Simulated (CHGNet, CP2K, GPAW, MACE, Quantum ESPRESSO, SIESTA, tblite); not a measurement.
**Rock-salt TiC, an end member of the NbC–TiC series (64 atoms): one structure in several programs**

How near do other programs and methods come to a plane-wave reference for rock-salt TiC, an end member of the NbC–TiC series (64 atoms)? A plane-wave run serves as the reference.

Calculated with Quantum ESPRESSO 7.5; Kohn-Sham DFT, PBE, SSSP efficiency 1.3.0 pseudopotentials, plane waves.

## 1. Set-up

The cell holds 64 atoms: 32 Ti and 32 C. Cell: a = 8.656 Å, b = 8.656 Å, c = 8.656 Å, α = 90.0°, β = 90.0°, γ = 90.0°. It derives from NbC (rock-salt), repeated 2×2×2. Rock-salt NbC, 2 x 2 x 2 conventional cells, 32 of 32 Nb sites given to Ti at random (x = 1.000), lattice by Vegard's rule (a = 4.328 Å); not relaxed, displaced by a Gaussian of 0.02 Å. Then every atom was moved at random, 0.03 Å r.m.s. a Cartesian component.

## 2. Plane-wave reference

The input, pw.in:

```
&control
  calculation = 'scf'
  pseudo_dir = './pseudo'
  outdir = './tmp'
  disk_io = 'none'
  tprnfor = .true.
  tstress = .true.
/
&system
  ibrav = 0
  nat = 64
  ntyp = 2
  ecutwfc = 45
  ecutrho = 360
  nosym = .true.
  occupations = 'smearing'
  smearing = 'fd'
  degauss = 0.003675
/
&electrons
  conv_thr = 3.2e-07
  electron_maxstep = 100
  mixing_beta = 0.2
  mixing_mode = 'local-TF'
  diagonalization = 'david'
/
ATOMIC_SPECIES
Ti 47.867 Ti.upf
C 12.011 C.upf
CELL_PARAMETERS angstrom
8.65600 0.00000 0.00000
0.00000 8.65600 0.00000
0.00000 0.00000 8.65600
ATOMIC_POSITIONS crystal
Ti 0.99750 0.99815 0.00442
C 0.25170 0.00065 0.99515
Ti 0.99139 0.25856 0.25162
C 0.26093 0.24834 0.25310
Ti 0.24790 0.00600 0.25246
C 0.00115 0.00246 0.24310
Ti 0.24623 0.24915 0.00437
C 0.99969 0.25085 0.00075
Ti 0.00076 0.99475 0.49453
C 0.25810 0.00214 0.50250
Ti 0.99629 0.24618 0.74944
C 0.25096 0.25417 0.75031
[... 48 atom lines left out ...]
Ti 0.74612 0.50004 0.75431
C 0.49830 0.50370 0.75105
Ti 0.75081 0.75411 0.49968
C 0.49954 0.75063 0.50567
K_POINTS gamma
```

Launch:

```sh
$ OMP_NUM_THREADS=1 mpirun -np 4 pw.x -in pw.in > output.txt
```

The program printed:

```text
Program PWSCF
     gamma-point specific algorithms are used
     one sub-group per band group will be used
     scalapack distributed-memory algorithm (size of sub-group:  2*  2 procs)
     Parallelization info
     sticks:   dense  smooth     PW     G-vecs:    dense   smooth      PW
     Min        1914     953    235               126110    44585    5529
     Max        1917     956    238               126116    44592    5538
     Sum        7661    3817    949               504447   178349   22143
     bravais-lattice index     =            0
     lattice parameter (alat)  =      16.3575  a.u.
     unit-cell volume          =    4376.7158 (a.u.)^3
     number of atoms/cell      =           64
     number of atomic types    =            2
[... lines left out ...]
     scf convergence threshold =      3.2E-07
[... lines left out ...]
     number of k points=     1  Fermi-Dirac smearing, width (Ry)=  0.0037
[... lines left out ...]
     total energy              =   -4412.92773270 Ry
[... lines left out ...]
     total energy              =   -4404.08683826 Ry
[... lines left out ...]
     total energy              =   -4408.63349953 Ry
[... lines left out ...]
     c_bands:  1 eigenvalues not converged
[... lines left out ...]
     total energy              =   -4409.29522952 Ry
[... lines left out ...]
     total energy              =   -4409.29526252 Ry
[... lines left out ...]
   -41.6260 -41.6197 -41.6162 -41.6105 -41.6041 -41.5984 -41.5956 -41.5930
[...]
17.4169  17.4610  17.4751  17.4823  17.5052  17.5252  17.5272  17.5517
    17.5582  17.5766  17.5868  17.5973  17.6104  17.6439  17.6603  17.7550
    17.7672  17.7685  17.7731
     the Fermi energy is    14.4836 ev
!    total energy              =   -4409.29526557 Ry
     estimated scf accuracy    <       0.00000030 Ry
     smearing contrib. (-TS)   =      -0.03457813 Ry
     internal energy E=F+TS    =   -4409.26068744 Ry
     The total energy is F=E-TS. E is the sum of the following terms:
     one-electron contribution =    -942.07340007 Ry
     hartree contribution      =     733.16203172 Ry
     xc contribution           =    -726.20149251 Ry
     ewald contribution        =   -3276.53104471 Ry
     one-center paw contrib.   =    -197.61678188 Ry
     convergence has been achieved in  17 iterations
     negative rho (up, down):  3.268E-02 0.000E+00
     Forces acting on atoms (cartesian axes, Ry/au):
     atom    1 type  1   force =     0.02999072    0.01077787   -0.02004375
     atom    2 type  2   force =    -0.01176495   -0.00555975    0.00686500
     atom    3 type  1   force =     0.02011236   -0.03825142   -0.00573091
[...]
atom   63 type  1   force =    -0.01042718   -0.01811283    0.03095342
     atom   64 type  2   force =     0.00309664    0.00129949   -0.01417846
     Total force =     0.272530     Total SCF correction =     0.000903
     Computing stress (Cartesian axis) and pressure
     negative rho (up, down):  3.268E-02 0.000E+00
          total   stress  (Ry/bohr**3)                   (kbar)     P=        7.94
   0.00008605  -0.00000580   0.00000345           12.66       -0.85        0.51
  -0.00000580   0.00002069  -0.00001082           -0.85        3.04       -1.59
   0.00000345  -0.00001082   0.00005525            0.51       -1.59        8.13
     Message from routine punch:
     Nothing written, as per user request (disk_io='none')
```

Run time: 75 s. Hardware: 4 MPI ranks of Arm Neoverse V1, shared host; peak memory 1.7 GiB.

Banners, paths, timers and routine set-up lines are dropped from the logs unmarked, and long logs keep their key lines alone; longer cuts are marked.

Numbers from this run:

| Item | Value |
| --- | --- |
| r.m.s. force component | 0.5057 eV/Å |
| longest force | 1.782 eV/Å |
| pressure | 0.7943 GPa |

## 3. Structure statistics

Density 4.91 g/cm³, 10.13 Å³ an atom.

g(r), total and by pair (bins of 0.1 Å):

| r (Å) | total | C-C | C-Ti | Ti-Ti |
| --- | --- | --- | --- | --- |
| 1.95 | 0.00 | 0.00 | 0.00 | 0.00 |
| 2.05 | 0.76 | 0.00 | 1.53 | 0.00 |
| 2.15 | 7.29 | 0.00 | 14.60 | 0.00 |
| 2.25 | 2.18 | 0.00 | 4.36 | 0.00 |
| 2.35 | 0.09 | 0.00 | 0.19 | 0.00 |
| 2.45 | 0.00 | 0.00 | 0.00 | 0.00 |
| 2.55 | 0.00 | 0.00 | 0.00 | 0.00 |
| 2.65 | 0.00 | 0.00 | 0.00 | 0.00 |
| 2.75 | 0.00 | 0.00 | 0.00 | 0.00 |
| 2.85 | 0.00 | 0.00 | 0.00 | 0.00 |
| 2.95 | 1.17 | 2.40 | 0.00 | 2.29 |
| 3.05 | 6.81 | 13.50 | 0.00 | 13.70 |
| 3.15 | 2.36 | 4.73 | 0.00 | 4.72 |
| 3.25 | 0.00 | 0.00 | 0.00 | 0.00 |
| 3.35 | 0.00 | 0.00 | 0.00 | 0.00 |
| 3.45 | 0.00 | 0.00 | 0.00 | 0.00 |
| 3.55 | 0.00 | 0.00 | 0.00 | 0.00 |
| 3.65 | 0.81 | 0.00 | 1.61 | 0.00 |
| 3.75 | 3.03 | 0.00 | 6.07 | 0.00 |
| 3.85 | 0.76 | 0.00 | 1.51 | 0.00 |
| 3.95 | 0.00 | 0.00 | 0.00 | 0.00 |
| 4.05 | 0.00 | 0.00 | 0.00 | 0.00 |
| 4.15 | 0.00 | 0.00 | 0.00 | 0.00 |
| 4.25 | 0.76 | 1.55 | 0.00 | 1.50 |
| 4.35 | 1.59 | 3.21 | 0.00 | 3.15 |
| 4.45 | 0.23 | 0.41 | 0.00 | 0.51 |
| 4.55 | 0.00 | 0.00 | 0.00 | 0.00 |
| 4.65 | 0.01 | 0.00 | 0.02 | 0.00 |
| 4.75 | 1.94 | 0.00 | 3.88 | 0.00 |
| 4.85 | 5.33 | 0.00 | 10.70 | 0.00 |
| 4.95 | 0.98 | 0.00 | 1.97 | 0.00 |
| 5.05 | 0.00 | 0.00 | 0.00 | 0.00 |
| 5.15 | 0.17 | 0.41 | 0.00 | 0.26 |
| 5.25 | 3.26 | 6.56 | 0.00 | 6.49 |
| 5.35 | 3.25 | 6.33 | 0.00 | 6.68 |
| 5.45 | 0.20 | 0.48 | 0.00 | 0.34 |
| 5.55 | 0.00 | 0.00 | 0.00 | 0.00 |
| 5.65 | 0.00 | 0.00 | 0.00 | 0.00 |
| 5.75 | 0.00 | 0.00 | 0.00 | 0.00 |
| 5.85 | 0.00 | 0.00 | 0.00 | 0.00 |
| 5.95 | 0.01 | 0.06 | 0.00 | 0.00 |
| 6.05 | 0.86 | 1.70 | 0.00 | 1.76 |
| 6.15 | 1.53 | 3.07 | 0.00 | 3.05 |
| 6.25 | 0.17 | 0.34 | 0.00 | 0.36 |

Bonds by pair of elements; cutoffs follow the first minimum of g(r), held within bounds set by covalent radii, and pairs that aren't listed don't count as bonded:

| pair A-B | cutoff (Å) | bonds | mean length (Å) | spread (Å) | shortest (Å) | B about A | A about B |
| --- | --- | --- | --- | --- | --- | --- | --- |
| C-Ti | 2.76 | 192 | 2.17 | 0.048 | 2.04 | 6 | 6 |

How many atoms have how many bonded neighbours:

| element | mean | 6 |
| --- | --- | --- |
| C | 6 | 32 |
| Ti | 6 | 32 |

## 4. The ladder

The programs:
- CHGNet: machine-learned potential, published weights.
- CP2K 2026.2: Gaussian basis with GTH pseudopotentials and a plane-wave density; labels give functional, basis (MOLOPT sets; SR short-range, UZH the newer set with its own potentials), grid cutoff/relative cutoff and solver (OT: orbital transformation; TRS4, TC2, SIGN: linear-scaling purification with its sparsity filter), or its built-in tight binding.
- MACE: machine-learned potential, published weights.
- SIESTA 5.4.2: numerical atomic orbitals, whose automatically made sets are far from complete, with PseudoDojo norm-conserving potentials that we converted to its format (checked against plane waves on the same files for H, C, O, Si, Ge and Ca alone); labels give functional, basis size, energy shift and mesh cutoff.
- tblite 0.8.0: extended tight binding, driven from Python.

All use the same cell and atoms; the electronic-structure runs use the same k-mesh, and an electronic temperature of 580 K (0.05 eV) where levels are smeared.

Differences are against the plane-wave reference, forces as r.m.s. over components; share is that over the reference's r.m.s. force, slope the least-squares factor from reference forces to these. Total energies of different programs have different zeros and aren't compared.

| run | Δ force, r.m.s. (meV/Å) | share (%) | slope | Δ pressure (GPa) | cores | CPU time | memory (GiB) |
| --- | --- | --- | --- | --- | --- | --- | --- |
| reference | - | - | - | - | 4 | 5 min | 1.7 |
| CHGNet r2SCAN potential | 335 | 66.2 | 0.390 | 1.14 | 1 | 4.2 s | 1.0 |
| CP2K PBE+D3(BJ), DZVP-MOLOPT-SR, 800/50 Ry, diagonalisation | 12.9 | 2.54 | 1.011 | -8.21 | 4 | 12 min | 5 |
| CP2K PBE, DZVP-MOLOPT-SR, 560/50 Ry, diagonalisation (coarse) | 13.2 | 2.61 | 1.012 | -0.930 | 4 | 12 min | 3.7 |
| CP2K PBE, DZVP-MOLOPT-SR, 800/50 Ry, diagonalisation | 13.2 | 2.61 | 1.012 | -0.930 | 4 | 12 min | 4.9 |
| CP2K PBE, DZVP-MOLOPT-SR, 800/70 Ry, diagonalisation | 13.2 | 2.61 | 1.012 | -0.930 | 4 | 17 min | 4.9 |
| CP2K PBE, SZV-MOLOPT-SR, 800/50 Ry, diagonalisation (coarse) | 144 | 28.5 | 1.048 | -17.8 | 2 | 4.2 min | 2.8 |
| MACE MP-0b2 small potential | 239 | 47.2 | 0.866 | 0.799 | 1 | 6.3 s | 0.67 |
| MACE MPA-0 medium potential | 219 | 43.4 | 0.956 | 1.12 | 1 | 7.9 s | 1 |
| SIESTA PBE, DZP, shift 0.01 Ry, mesh 200 Ry | 61.8 | 12.2 | 1.010 | -2.04 | 2 | 4.3 min | 0.93 |
| SIESTA PBE, DZP, shift 0.01 Ry, mesh 500 Ry | 61.4 | 12.1 | 1.014 | -2.07 | 2 | 12 min | 1.9 |
| SIESTA PBE, DZP, shift 0.04 Ry, mesh 500 Ry (coarse) | 140 | 27.6 | 0.950 | -3.72 | 2 | 5.9 min | 1.3 |
| SIESTA PBE, SZP, shift 0.01 Ry, mesh 500 Ry (coarse) | 56.0 | 11.1 | 1.036 | -1.19 | 2 | 8.9 min | 1.7 |
| tblite GFN1-xTB | 276 | 54.6 | 0.503 | -0.303 | 1 | 5.9 s | 0.12 |

Rows marked coarse were listed beforehand as settings not expected to be converged; some can still land near the reference.

Times of the machine-learned potentials are mostly Python's start and the loading of weights.

CPU time is summed over cores on a shared host, where runs went side by side, so it is rough. Symmetry, cutoffs, thresholds, outputs and thread counts weren't matched or tuned between programs; memory under MPI is the largest rank's times the ranks.

Runs without a result: GPAW PBE, LCAO dzp, h 0.2 Å (cut off at its time limit of 12 min); GPAW PBE, LCAO szp(dzp), h 0.2 Å (cut off at its time limit of 6.8 min); GPAW PBE, LCAO dzp, h 0.2 Å, other mixer settings (cut off at its time limit of 19 min); GPAW PBE, LCAO dzp, h 0.28 Å (cut off at its time limit of 7 min).

Mean charges by element (e), by run and scheme:

| run | scheme | Ti | C |
| --- | --- | --- | --- |
| CP2K PBE+D3(BJ), DZVP-MOLOPT-SR, 800/50 Ry, diagonalisation | Mulliken | +0.16 | -0.16 |
| CP2K PBE+D3(BJ), DZVP-MOLOPT-SR, 800/50 Ry, diagonalisation | Hirshfeld | +0.25 | -0.25 |
| CP2K PBE, DZVP-MOLOPT-SR, 560/50 Ry, diagonalisation | Mulliken | +0.16 | -0.16 |
| CP2K PBE, DZVP-MOLOPT-SR, 560/50 Ry, diagonalisation | Hirshfeld | +0.25 | -0.25 |
| CP2K PBE, DZVP-MOLOPT-SR, 800/50 Ry, diagonalisation | Mulliken | +0.16 | -0.16 |
| CP2K PBE, DZVP-MOLOPT-SR, 800/50 Ry, diagonalisation | Hirshfeld | +0.25 | -0.25 |
| CP2K PBE, DZVP-MOLOPT-SR, 800/70 Ry, diagonalisation | Mulliken | +0.16 | -0.16 |
| CP2K PBE, DZVP-MOLOPT-SR, 800/70 Ry, diagonalisation | Hirshfeld | +0.25 | -0.25 |
| SIESTA PBE, DZP, shift 0.01 Ry, mesh 200 Ry | Hirshfeld | +0.24 | -0.24 |
| SIESTA PBE, DZP, shift 0.01 Ry, mesh 500 Ry | Hirshfeld | +0.24 | -0.24 |
| tblite GFN1-xTB | Mulliken | +0.39 | -0.39 |

Within one program, basis, potentials and functional, energies share a zero. Each run against its twin at the usual cutoff or grid and solver:

| run | twin | Δ energy (meV/atom) | Δ force, r.m.s. (meV/Å) | CPU time over the twin's |
| --- | --- | --- | --- | --- |
| CP2K PBE, DZVP-MOLOPT-SR, 560/50 Ry, diagonalisation | DZVP-MOLOPT-SR, 800/50 Ry, diagonalisation | 0.0064 | 2.03 | 0.95 |
| CP2K PBE, DZVP-MOLOPT-SR, 800/70 Ry, diagonalisation | DZVP-MOLOPT-SR, 800/50 Ry, diagonalisation | 1.0e-4 | 0.043 | 1.4 |
| SIESTA PBE, DZP, shift 0.01 Ry, mesh 200 Ry | DZP, shift 0.01 Ry, mesh 500 Ry | -0.248 | 7.30 | 0.35 |

## 5. Summary of results

```yaml
reference_r_m_s_force_component: 0.506 eV/Å
nearest_in_forces: CP2K PBE+D3(BJ), DZVP-MOLOPT-SR, 800/50 Ry, diagonalisation, 2.5 %
farthest_in_forces: CHGNet r2SCAN potential, 66 %
cheapest_electronic_structure_run_beside_the_reference: tblite GFN1-xTB, 5.9 s of CPU time
```

The PBE runs in local orbitals, coarse settings apart, differ by 2.6 % (CP2K PBE, DZVP-MOLOPT-SR, 800/50 Ry, diagonalisation) to 12 % (SIESTA PBE, DZP, shift 0.01 Ry, mesh 200 Ry); basis, grid and potentials can all enter. Tight binding differs by 55 % (tblite GFN1-xTB); it is another model, with fitted parameters of its own, and the xTB methods hold dispersion. Machine-learned potentials differ by 43 % (MACE MPA-0 medium potential) to 66 % (CHGNet r2SCAN potential); they were trained on other programs' data, some at another functional. Rows with another functional or a dispersion term differ by 2.5 % (CP2K PBE+D3(BJ), DZVP-MOLOPT-SR, 800/50 Ry, diagonalisation), which mixes the change of model with differences of basis and potentials. Runs with settings chosen to be coarse differ by 2.6 % (CP2K PBE, DZVP-MOLOPT-SR, 560/50 Ry, diagonalisation) to 28 % (CP2K PBE, SZV-MOLOPT-SR, 800/50 Ry, diagonalisation), their programs' other errors included. One electronic-structure run takes under half the reference's CPU time: tblite GFN1-xTB, at 55 % in 5.9 s against 5 min. SIESTA PBE, SZP, shift 0.01 Ry, mesh 500 Ry lies nearer than a larger basis of the same program, likely by a cancellation of errors. In pressure, CP2K PBE, SZV-MOLOPT-SR, 800/50 Ry, diagonalisation misses by -17.8 GPa, at the same functional. Charges hang on model, scheme and program or settings: among these rows the mean for Ti runs from +0.16 to +0.39 e. In the reference: levels near the Fermi energy are neither full nor empty under the smearing, so no gap is quoted. In the reference: for some of the pairs, g(r) has its first main peak near 3.06 Å (C-C), 2.16 Å (C-Ti) and 3.06 Å (Ti-Ti). Periodic xTB results under one method name differ between programs and library versions. The reference's pressure holds the uncorrected Pulay stress of its 45 Ry basis, so small pressure differences, and their order, may be the reference's own error. Machine-learned potentials mimic data converged in k, so the reference's own k-point error enters their differences. The electronic-structure runs sample only Γ, in a cell whose shortest periodic width is 9 Å, which is coarse for a cell with partly filled levels.

[Also dropped from logs without a mark: logging warnings of Python, and SIESTA's first energy breakdown and zero terms.]

[Logs are printed without paths, hosts, clocks, repeated set-up lines and the standing remarks that a program may print on its own settings, such as how far it seeks lower states.]

[Hosts, paths, dates, database ids (printed as entryN), source tags and the programs' standing remarks are cut or masked in the printed files.]
